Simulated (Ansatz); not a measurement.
ZnS (Wurtzite-6H):

```xyz
12
Lattice="3.8120 0.0000 0.0000 -1.9060 3.3013 0.0000 0.0000 0.0000 18.6900" Properties=species:S:1:pos:R:3 pbc="T T T"
Zn    0.0000    2.2009   15.5749
Zn    1.9060    1.1004    6.2299
Zn    1.9060    1.1004   12.4601
Zn    0.0000    2.2009    3.1151
Zn    0.0000    0.0000    9.3450
Zn    0.0000    0.0000    0.0000
S     0.0000    2.2009   17.9112
S     1.9060    1.1004    8.5662
S     1.9060    1.1004   14.7963
S     0.0000    2.2009    5.4513
S     0.0000    0.0000   11.6812
S     0.0000    0.0000    2.3362
```

- Program: Ansatz 0.2.0
- Task: relaxation of cell and atoms
- Functional: revPBE
- Potentials or basis: Ansatz PAW
- Cutoff: 420 eV (not typed: the program's choice for these potentials)
- k mesh: 8 × 8 × 2
- Occupations: fermi-dirac, width 0.05 eV
- Spin: no spin polarisation

At the start: volume 19.60 Å³/atom.

**Question.** How do energy, volume and symmetry change on relaxing?

**Answer.** It ends after 5 steps and the volume is 20.72 Å³/atom (+5.7 %); space group P6_3mc (No. 186, to 0.05 Å).

The path:
```csv
step,energy change (eV),largest force (eV/Å),volume (Å³)
1,0.0000,0.0295,235.20
2,-0.1290,0.0064,242.88
3,-0.1544,0.0032,248.15
4,-0.1544,0.0092,248.68
5,-0.1607,0.0092,248.68
```

Final structure:
```
Zn S
1.0
     3.88301    0.00000    0.00000
    -1.94150    3.36278    0.00000
     0.00000    0.00000   19.04428
Zn S
6 6
Direct
  0.33333 0.66667 0.83324
  0.66667 0.33333 0.33324
  0.66667 0.33333 0.66672
  0.33333 0.66667 0.16672
  0.00000 0.00000 0.49997
  0.00000 0.00000 0.99997
  0.33333 0.66667 0.95821
  0.66667 0.33333 0.45821
  0.66667 0.33333 0.79168
  0.33333 0.66667 0.29168
  0.00000 0.00000 0.62518
  0.00000 0.00000 0.12518
```

Caveat: the plane-wave basis is chosen anew once the cell has moved, so the energies of steps on either side of that aren't comparable; the PAW data sets come from PBE, with cores solved anew for the run's functional, which leaves a small shift of forces and pressure.
